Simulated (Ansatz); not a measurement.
The system is CdTe.

```
Te Cd
1.0
     0.00000    3.20500    3.20500
     3.20500    0.00000    3.20500
     3.20500    3.20500    0.00000
Te Cd
1 1
Cartesian
  4.8075 4.8075 4.8075
  0.0000 0.0000 0.0000
```

A run of Ansatz 0.2.0 on this cell left the log below. Logs are shortened: lines on timing, memory, paths and dates and some standing lists are left out, and cuts for length are marked.

```text
Warning: RAYON_NUM_THREADS=1 ignored (pool sized by the plan → 1); use --threads N
The last accepted step is kept in <dir> (removed where the run ends without a failure and the disk answers)
LAPW: plane waves up to 8.576 Å⁻¹, error target 1.0e-3 eV per atom; small_component_spin mean_spin; Cd in spheres of 1.353 Å, 20 of its electrons in bands, Dirac shells []; Te in spheres of 1.339 Å, 24 of its electrons in bands, Dirac shells [] (how accurate: hamiltonian.pseudopotentials.lapw.basis_error, Limitations)
Engine: ansatz 0.2.0, aarch64-unknown-linux-gnu
Pseudopotentials: kind: all_electron
Pseudopotential: Te, LAPW, valence charge 24, lapw/all_electron/scalar/gaussian/Te, Koelling and Harmon's equation, gaussian nucleus
Pseudopotential: Cd, LAPW, valence charge 20, lapw/all_electron/scalar/gaussian/Cd, Koelling and Harmon's equation, gaussian nucleus
Functional definition: SPW92
  exchange = slater_x
  correlation = pw_c
Crystal: 2 atoms, lattice volume = 65.844 Å³
Basis set: ecut = 280.2195743525322 eV, 725 PW (Γ), exchange–correlation at level 2
Bands: 27, of which v1, the nominal top of the filled ones, is band 22 counted from 1 (21 counted from 0)
Symmetry: 24 space group operations
Space group: F-43m (ITA 216), of the structure as read, at distance tolerance 4.0e-5 Å
k-points: 20 of 343 (time reversal used)
Non-local potential: Te, projectors of the file, none
Non-local potential: Cd, projectors of the file, none
Initial density: superposition of atomic densities (chi_scale 0.1, normalization cell, long waves kept (reshape's long-wave potential 0.00 eV rms))
Initial wavefunctions: plane waves of lowest kinetic energy (no species holds an atomic orbital)
Functional: x = slater, c = lda
iter 1 solved again at ethr=1.17e-3 eV; its pass at ethr=1.00e-1 eV (dr2=5.14e-1 eV) is discarded
SCF iter   1: F=—  HF=-336831.763126 eV  |F-HF|=—  |Δ(HF+E_count)|=         —  Δρ=2.02e-2  dr2=5.16e-1  ethr=1.17e-3  ⟨swp⟩=2.0  Hψ=3494  notcnv=0
preconditioner: auto → none  [insulator: Δε(μ)=0.935 eV  Ē_g=11.676 eV  σ=0.050 eV  W_gap=1.00  n_scr=14 (ndim 8)  ℏωp=19.4 eV  f_vac=0.203  D(μ)=0.00/eV (n_scr^D=0)  ε∞_Penn≈3.8]
iter 2 solved again at ethr=5.09e-5 eV; its pass at ethr=1.17e-3 eV (dr2=2.24e-2 eV) is discarded
SCF iter   2: F=—  HF=-336831.554984 eV  |F-HF|=—  |Δ(HF+E_count)|=   2.08e-1  Δρ=6.40e-3  dr2=2.24e-2  ethr=5.09e-5  ⟨swp⟩=2.0  Hψ=2736  notcnv=0
SCF iter   3: F=—  HF=-336831.524192 eV  |F-HF|=—  |Δ(HF+E_count)|=   3.08e-2  Δρ=3.73e-3  dr2=8.20e-3  ethr=5.09e-5  ⟨swp⟩=2.8  Hψ=1615  notcnv=0
[...]
SCF 1 converged in 7 iterations: F = -336831.521357 eV  dr2 = 2.12e-9
[...]
SCF iter   2: F=-336831.521357 eV  HF=-336831.521357 eV  |F-HF|=1.11e-9  |Δ(HF+E_count)|=  1.75e-10  Δρ=1.15e-6  dr2=5.94e-10  ethr=4.82e-12  ⟨swp⟩=2.0  Hψ=1481  notcnv=0
SCF 2 converged in 2 iterations: F = -336831.521357 eV  dr2 = 5.94e-10
relax step   2: F+E_penalty+E_count = -336831.52135675 eV  Δ(F+E_penalty+E_count) = -3.492e-10 eV  max|allowed force component| = 7.864e-17 eV/Å  Δτ_max = 0.0000 Å  P = -0.006 GPa  Ω = 65.844 Å³  stress off target by 6.48e-3 GPa  SCF on the basis re-selected at this cell (its energy is not comparable with the rows above)  (2 SCF iters)
basis re-selected at this cell: Δ(F+E_penalty+E_count) = -3.492e-10 eV, ΔP = +0.000 GPa vs the last step (what re-selecting the basis moved, after the strain that the cell walked since its last selection, with what the two solves' SCF thresholds leave and, on support functions, any second-order correction that the steps lacked; it is no measure of the basis error at this ecutwfc). This SCF's stress stands 6.48e-3 GPa from its target on what of the cell is left free (relax.cell.stress_tol is 5.00e-2 GPa) and its largest allowed force component is 7.86e-17 eV/Å (relax.f_tol is 1.00e-2 eV/Å): within both
SCF converged after 2 iterations
Free energy (F): -336831.521357 eV
Harris-Foulkes:  -336831.521357 eV  (|F-HF|=1.11e-9)
Internal energy: -336831.521339 eV  (E = F + TS)
E sigma→0 (E₀):  -336831.521348 eV
Entropy (-TS):   -0.000018 eV (-0.009 meV/atom)
Fermi energy:    9.367674 eV
--- Per-component energies (eV) ---
  E_band       = -1629.491235
  E_kinetic    = 354333.801175
  E_xc         = -8708.339851
  E_electrostatic = -682456.982663  (all electrons and nuclei)
  E_smearing   = -0.000018  (= −TS)
  E_closure    = 0.000000  (closes the sum)
  E_atoms      = -336825.476685  (free atoms, spherical and without spin; not in F)
  Σ components = -336831.521357   (vs F -336831.521357, Δ=0.00e0)
  Basis errors (estimates in eV, not in F): energy 4.3e-4 per atom: plane waves 4.0e-4 (2.3e-4 summed), levels above the bands 1.0e-58, relativity 5.4e-9, radial functions 2.6e-5, core shells 1.0e-6; eigenvalues (radial functions only) 3.0e-7; not estimated: angular momenta, meshes, grids; target (lapw.basis_error) 1.0e-3; muffin-tin radii Cd 1.353 Å, Te 1.339 Å
--- Forces (eV/Å), atoms counted from 1 ---
  atom   1  Te    -0.00000000     0.00000000     0.00000000
  atom   2  Cd     0.00000000    -0.00000000    -0.00000000
  max |Σ_I F_I| component: 9.25e-18 eV/Å
--- Stress (GPa, compression-positive) ---
       -0.006480      -0.000000      -0.000000
       -0.000000      -0.006480       0.000000
       -0.000000       0.000000      -0.006480
  P = ⅓ Tr σ = -0.0065 GPa (-0.065 kbar)
--- Relaxed structure (1 steps of the walk, 1 accepted, 1 SCFs on fresh bases) ---
  F+E_penalty+E_count = -336831.52135675 eV   max|allowed force component| = 7.864e-17 eV/Å   (the final SCF, on the basis selected at the relaxed cell)
  cell:  # Å, volume = 65.8437 Å³
    - [0.0, 3.205, 3.205]
    - [3.205, 0.0, 3.205]
    - [3.205, 3.205, 0.0]
  atoms:
    - { symbol: Te, position: [0.75, 0.75, 0.75] }
    - { symbol: Cd, position: [0.0, 0.0, 0.0] }
```

Write the input and the command behind it.

Relaxation of cell and atoms with LDA, no spin polarisation. The files as run (others can give the same):

input.yaml
```yaml
crystal:
  lattice:
    - [0.0, 3.205, 3.205]
    - [3.205, 0.0, 3.205]
    - [3.205, 3.205, 0.0]
  atoms:
    - { symbol: Te, position: [0.75, 0.75, 0.75] }
    - { symbol: Cd, position: [0.0, 0.0, 0.0] }
kpoints:
  mp_grid: { grid: [7, 7, 7] }
scf:
  occupations: { method: fermi_dirac, width: 0.05 }
hamiltonian:
  xc: lda
  pseudopotentials: { kind: all_electron, lapw: { basis_error: 0.001 } }
output:
  forces: true
  stress: true
relax:
  f_tol: 0.01
  max_steps: 60
  cell: {}
```

Potentials or basis: all-electron LAPW, scalar-relativistic.
Run with:
```sh
$ ansatz run input.yaml --threads 1 --pin off --max-ram 3072MiB --backend cpu --events-out ev --progress --plain --runs-dir out
```

Caveat: spin-orbit coupling is left out, which moves the levels of the heavy elements; an odd mesh through Γ misses points on the zone boundary, where band edges often lie.
